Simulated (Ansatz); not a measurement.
# ZnS: properties at the relaxed cell

The task, for ZnS: measure the bulk modulus from energies at several volumes.

Method: DFT r2SCAN, scalar-relativistic, plane waves, PAW, in Ansatz 0.2.0.

### 1 Starting point

Symmetry: P3m1, No. 156, trigonal system. Conventional cell: a = 3.809 Å, b = 3.809 Å, c = 24.913 Å, α = 90.00°, β = 90.00°, γ = 120.00°. Around Zn (site symmetry 3m) lie 4 S at 2.33 Å. Zn (site symmetry 3m) has 4 S at 2.34 Å as nearest neighbours. Around Zn (site symmetry 3m) lie 4 S at 2.33 to 2.34 Å. Only part of the 16 independent sites is listed.

Coordinates:

```
Zn S
1.0
     3.80947    0.00000    0.00000
    -1.90473    3.29910    0.00000
     0.00000    0.00000   24.91329
Zn S
8 8
Direct
  0.33333 0.66667 0.12519
  0.00000 0.00000 0.00030
  0.66667 0.33333 0.62482
  0.66667 0.33333 0.87521
  0.00000 0.00000 0.74990
  0.33333 0.66667 0.49992
  0.00000 0.00000 0.37501
  0.66667 0.33333 0.25010
  0.66667 0.33333 0.34376
  0.66667 0.33333 0.71846
  0.33333 0.66667 0.21884
  0.00000 0.00000 0.84371
  0.66667 0.33333 0.96900
  0.00000 0.00000 0.09394
  0.33333 0.66667 0.59358
  0.00000 0.00000 0.46867
```

It goes back to an entry of the Materials Project, which need not be the stable form.

This cell was relaxed beforehand with the same method: volume 19.57 Å³/atom, gap on the mesh 2.72 eV.

### 2 Point at V/V0 = 0.97

Contents of input.yaml:

```yaml
crystal:
  lattice:
    - [3.7709856692, 0.0, 0.0]
    - [-1.8854928346, 3.2657693868, 0.0]
    - [0.0, 0.0, 24.6616263544]
  atoms:
    - { symbol: Zn, position: [0.3333333333, 0.6666666667, 0.1251865175] }
    - { symbol: Zn, position: [0.0, 0.0, 0.0003008438] }
    - { symbol: Zn, position: [0.6666666667, 0.3333333333, 0.6248192927] }
    - { symbol: Zn, position: [0.6666666667, 0.3333333333, 0.8752095079] }
    - { symbol: Zn, position: [0.0, 0.0, 0.7499039343] }
    - { symbol: Zn, position: [0.3333333333, 0.6666666667, 0.4999191375] }
    - { symbol: Zn, position: [0.0, 0.0, 0.375008481] }
    - { symbol: Zn, position: [0.6666666667, 0.3333333333, 0.2500971024] }
    - { symbol: S, position: [0.6666666667, 0.3333333333, 0.3437556985] }
    - { symbol: S, position: [0.6666666667, 0.3333333333, 0.7184648793] }
    - { symbol: S, position: [0.3333333333, 0.6666666667, 0.2188448055] }
    - { symbol: S, position: [0.0, 0.0, 0.843710753] }
    - { symbol: S, position: [0.6666666667, 0.3333333333, 0.9690008191] }
    - { symbol: S, position: [0.0, 0.0, 0.0939368564] }
    - { symbol: S, position: [0.3333333333, 0.6666666667, 0.5935752519] }
    - { symbol: S, position: [0.0, 0.0, 0.4686671191] }
basis:
  ecutwfc: 500
kpoints:
  mp_grid: { grid: [9, 9, 1] }
hamiltonian:
  xc: r2scan
scf:
  occupations: { method: gaussian, width: 0.02 }
output:
  forces: true
  stress: true
  eigenvalues: true
  write_density: true
  write_potential: true
  elf: true
  volumetric_format: npy
relax:
  adjacent_minimum: "off"
  f_tol: 0.01
  max_steps: 30
  cell: { stress_tol: 0.1, fix: [volume] }
```

Started as:

```console
$ ansatz run input.yaml --threads 8 --pin off --max-ram 22528MiB --backend cpu --events-out ev --progress --plain --runs-dir out
```

### 3 Point at V/V0 = 1.03

input.yaml: that of step 2 with these lines changed.

```diff
@@ -2,5 +2,5 @@
   lattice:
-    - [3.7709856692, 0.0, 0.0]
-    - [-1.8854928346, 3.2657693868, 0.0]
-    - [0.0, 0.0, 24.6616263544]
+    - [3.8471877285, 0.0, 0.0]
+    - [-1.9235938643, 3.331762306, 0.0]
+    - [0.0, 0.0, 25.159975295]
   atoms:
@@ -34,6 +34,2 @@
   eigenvalues: true
-  write_density: true
-  write_potential: true
-  elf: true
-  volumetric_format: npy
 relax:
```

### 4 Point at V/V0 = 0.94

input.yaml: that of step 3 with these lines changed.

```diff
@@ -2,5 +2,5 @@
   lattice:
-    - [3.8471877285, 0.0, 0.0]
-    - [-1.9235938643, 3.331762306, 0.0]
-    - [0.0, 0.0, 25.159975295]
+    - [3.7317017117, 0.0, 0.0]
+    - [-1.8658508558, 3.2317484817, 0.0]
+    - [0.0, 0.0, 24.4047157303]
   atoms:
```

### 5 The cell scaled to 1.06 of its volume

input.yaml: that of step 4 with these lines changed.

```diff
@@ -2,5 +2,5 @@
   lattice:
-    - [3.7317017117, 0.0, 0.0]
-    - [-1.8658508558, 3.2317484817, 0.0]
-    - [0.0, 0.0, 24.4047157303]
+    - [3.8841821876, 0.0, 0.0]
+    - [-1.9420910938, 3.3638004474, 0.0]
+    - [0.0, 0.0, 25.401912976]
   atoms:
```

(Steps that only read results are left out.)

Q: Predict the outcome of this session. Wanted: equilibrium volume of the fit; bulk modulus.

**Answer**, as computed:

| quantity | value |
| --- | --- |
| equilibrium volume of the fit | 19.57 Å³/atom |
| bulk modulus | 79 GPa |
| its pressure derivative | 4.4 |

**Reading.** The fit puts the minimum at 19.57 Å³/atom with B = 79 GPa and B' = 4.4. The gap on the mesh goes from 3.01 eV at the smallest volume to 2.45 eV at the largest.
